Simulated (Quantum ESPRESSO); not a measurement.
## Nd under changes of volume

One of the cells (34.178 Å³/atom); the others are scaled copies at fixed shape and fractional positions:

```xyz
2
Lattice="3.6570 0.0000 0.0000 -1.8285 3.1671 0.0000 0.0000 0.0000 5.9020" Properties=species:S:1:pos:R:3 pbc="T T T"
Nd    1.8285    1.0557    4.4265
Nd    0.0000    2.1114    1.4755
```

This isn't the form of Nd at room conditions, which is double hcp.

* Program: Quantum ESPRESSO 7.5
* Functional: PBE
* Potentials or basis: SSSP 1.3 efficiency PBE
* Cutoff: 748 eV
* Density cutoff: 5987 eV
* k mesh: 8 × 8 × 5
* Occupations: fermi-dirac, width 0.05 eV
* Spin: collinear spin, ferromagnetic start
* Starting moments: [3.0, 3.0] μB

```csv
volume (Å³/atom),energy over the lowest point (meV/atom),pressure (GPa),moment (μB per cell)
32.128,11.70,1.6,8.13
32.811,5.79,1.1,8.14
33.495,1.95,0.7,8.16
34.178,?,?,?
34.862,0.00,-0.1,8.18
35.545,1.58,-0.5,8.19
36.229,4.66,-0.8,8.19
```

What does the run at 34.178 Å³/atom give?

Energy over the lowest point 0.07 meV/atom; pressure 0.3 GPa; moment 8.17 μB per cell.

Worked out: A Birch-Murnaghan fit of order 3 (a polynomial in V^(-2/3)) to the other rows has its minimum at 34.55 Å³/atom with B0 = V·E''(V) = 20 GPa and B' = 3.1 at fixed shape and positions, which overstates the stiffness. It gives 0.09 meV/atom at 34.178 Å³/atom, against the run's 0.07, and -dE/dV = 0.2 GPa, against 0.3. A straight line through the other rows of the moment, of slope 0.0157 μB per Å³/atom, gives 8.16 μB, against the run's 8.17.

Energies are extrapolated to zero smearing.

Caveats: the magnetic or orbital state may not be the lowest.
